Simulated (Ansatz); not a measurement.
## Computed scan of one atom of the cell: ZrO2 (fluorite)

Starting cell, ZrO$_{2}$ (fluorite):

```yaml
crystal:
  lattice:
    - [0.00000, 5.06423, 5.06423]
    - [2.53212, 0.00000, 2.53212]
    - [2.53212, 2.53212, 0.00000]
  atoms:
    - { symbol: Zr, position: [0.00000, 0.00000, 0.00000] }
    - { symbol: Zr, position: [0.50000, 0.00000, 0.00000] }
    - { symbol: O, position: [0.12500, 0.25000, 0.25000] }
    - { symbol: O, position: [0.62500, 0.25000, 0.25000] }
    - { symbol: O, position: [0.37500, 0.75000, 0.75000] }
    - { symbol: O, position: [0.87500, 0.75000, 0.75000] }
```

In this cell atom 2 (Zr, nearest neighbour O at 2.193 Å; its periodic images, 3.6 Å or more away, move with it) is moved by s along Cartesian z, unit vector (0.000, 0.000, 1.000); all other atoms and the cell stay fixed.

The numbers are results of PBEsol (plane waves to 420 eV, PAW, scalar-relativistic; Ansatz, a program for electronic structure), not measurements. k mesh 9×9×9 (Γ-centred), Fermi-Dirac smearing 0.05 eV. E stands for the smeared free energy. Stress and pressure are positive under compression. F∥ is the force on the atom along that direction. F⊥ is the part of the force across the line. The PAW data are Ansatz's earlier set. This is a high-temperature form of ZrO2. ZrO2 is run without spin polarisation. ZrO2 was relaxed with its symmetry unable to fall. ΔE is measured from the undisplaced structure.

```json
[
 {"s (Å)": "-0.220", "ΔE (meV/cell)": "246.8", "|F⊥| (eV/Å)": "1.340", "P (GPa)": "2.93", "F∥ (eV/Å)": "2.398"},
 {"s (Å)": "-0.176", "ΔE (meV/cell)": "153.9", "|F⊥| (eV/Å)": "1.073", "P (GPa)": "1.88", "F∥ (eV/Å)": "1.834"},
 {"s (Å)": "-0.132", "ΔE (meV/cell)": "84.7", "|F⊥| (eV/Å)": "0.806", "P (GPa)": "1.06", "F∥ (eV/Å)": "1.321"},
 {"s (Å)": "-0.088", "ΔE (meV/cell)": "37.0", "|F⊥| (eV/Å)": "0.538", "P (GPa)": "0.47", "F∥ (eV/Å)": "0.853"},
 {"s (Å)": "-0.044", "ΔE (meV/cell)": "9.2", "|F⊥| (eV/Å)": "0.269", "P (GPa)": "0.12", "F∥ (eV/Å)": "0.418"},
 {"s (Å)": "0.000", "ΔE (meV/cell)": "0.0", "|F⊥| (eV/Å)": "0.000", "P (GPa)": "0.00", "F∥ (eV/Å)": "0.000"},
 {"s (Å)": "0.044", "ΔE (meV/cell)": "9.2", "|F⊥| (eV/Å)": "0.269", "P (GPa)": "0.12", "F∥ (eV/Å)": "-0.418"},
 {"s (Å)": "0.088", "ΔE (meV/cell)": "37.0", "|F⊥| (eV/Å)": "0.538", "P (GPa)": "0.47", "F∥ (eV/Å)": "-0.853"},
 {"s (Å)": "0.132", "ΔE (meV/cell)": "84.7", "|F⊥| (eV/Å)": "0.806", "P (GPa)": "1.06", "F∥ (eV/Å)": "-1.321"},
 {"s (Å)": "0.176", "ΔE (meV/cell)": "153.9", "|F⊥| (eV/Å)": "1.073", "P (GPa)": "1.88", "F∥ (eV/Å)": "-1.834"},
 {"s (Å)": "0.220", "ΔE (meV/cell)": "246.8", "|F⊥| (eV/Å)": "1.340", "P (GPa)": "2.93", "F∥ (eV/Å)": "-2.398"}
]
```

Summary:

```
Quantity                                                                                                                                                  Value
--------------------------------------------------------  -----------------------------------------------------------------------------------------------------
Energy at s = 0.220 Å                                                                                                                            246.8 meV/cell
Force along the line at s = -0.220 Å                                                                                                                  2.40 eV/Å
Symmetry of the curve                                                                                                             even: the same for both signs
Shape of the curve                                                                               a single well with its minimum at or next to zero displacement
Force constant k = d²E/ds² at s = 0 (finite differences)                                                                                             9.43 eV/Å²
Harmonic estimate at the end of the scan                  ½ks² = 228.2 meV/cell against the computed 246.8 meV/cell, so the well is stiffer than harmonic there
```

(A displaced cell: forces are minus the slopes of the energy, force constants its curvatures, and phonons follow from these.)
